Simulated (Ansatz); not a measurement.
Density of states of GeSb$_{4}$Te$_{7}$ (P-3m1, a = 4.320 Å, b = 4.320 Å, c = 24.570 Å, α = 90.00°, β = 90.00°, γ = 120.00°), in states per eV and primitive cell, averaged over bins of 0.5 eV. Theory: Ansatz 0.2.0, DFT PBE, scalar-relativistic, plane waves, PAW.

Cutoff 420 eV; k points 12×12×2 on the computed 12-atom cell (Γ-centred); Gaussian smearing, width 0.02 eV; no spin polarisation.

The cell is relaxed at this level. The states (both spins) are summed by tetrahedra on a 18×18×3 mesh at the self-consistent density. Energies are bin centres; the table starts no lower than −8 eV and ends at 6 eV, or lower where the solved bands end.

The gap is 0.37 eV at this level, with the zero inside it.

```csv
E − E_F (eV),total,Te 5p,Sb 5p,Ge 4p,Sb 5s,Te 5s,Ge 4s
-7.80,2.44,0.38,0.04,0.01,0.56,0.55,0.90
-7.30,1.05,0.16,0.02,0.01,0.25,0.30,0.33
-6.80,0.47,0.07,0.01,0.00,0.06,0.13,0.20
-6.30,0.26,0.03,0.00,0.00,0.04,0.08,0.10
-5.80,0.00,0.00,0.00,0.00,0.00,0.00,0.00
-5.30,2.54,1.37,0.92,0.19,0.00,0.05,0.00
-4.80,4.79,2.59,1.80,0.26,0.02,0.08,0.02
-4.30,7.10,3.95,2.62,0.28,0.05,0.13,0.03
-3.80,9.78,5.62,3.33,0.39,0.09,0.24,0.05
-3.30,11.13,6.53,3.61,0.45,0.12,0.27,0.06
-2.80,10.66,6.39,3.09,0.59,0.16,0.28,0.05
-2.30,8.61,5.38,2.04,0.69,0.16,0.22,0.04
-1.80,8.12,6.12,1.02,0.49,0.20,0.15,0.04
-1.30,10.20,8.66,0.54,0.22,0.44,0.10,0.07
-0.80,9.25,7.30,0.42,0.09,0.85,0.06,0.34
-0.30,1.80,1.38,0.09,0.02,0.20,0.02,0.06
0.20,0.36,0.07,0.19,0.05,0.00,0.03,0.00
0.70,8.17,2.40,3.97,0.94,0.08,0.43,0.01
1.20,11.70,4.26,5.14,1.16,0.14,0.43,0.02
1.70,8.84,3.61,3.95,0.45,0.09,0.23,0.04
2.20,6.02,2.49,2.84,0.15,0.02,0.12,0.04
2.70,8.80,3.52,3.58,0.65,0.03,0.14,0.04
3.20,7.62,2.29,1.95,0.87,0.02,0.08,0.01
3.70,7.57,2.17,1.60,1.03,0.02,0.07,0.00
4.20,6.63,1.25,0.68,0.89,0.01,0.04,0.00
4.70,7.37,0.78,0.35,0.58,0.01,0.03,0.00
5.20,5.93,0.66,0.27,0.49,0.01,0.02,0.00
5.70,6.62,0.10,0.07,0.03,0.00,0.01,0.00
```

The columns after the total are the Löwdin projections on the occupied valence shells of the potentials. The rest of the total lies in shells that are empty in the free atom, which aren't projected, and between the atoms.

Spin-orbit coupling is left out, which matters for the bands of heavy elements. The cell holds layers, and where no dispersion correction was added their binding is poorly described.

Whether GeSb4Te7 exists in this form wasn't checked.

Cost: 1 run of about 16 core-minutes, on Intel Xeon Processor @ 2.50GHz (Skylake/Cascade Lake) (shared hosts).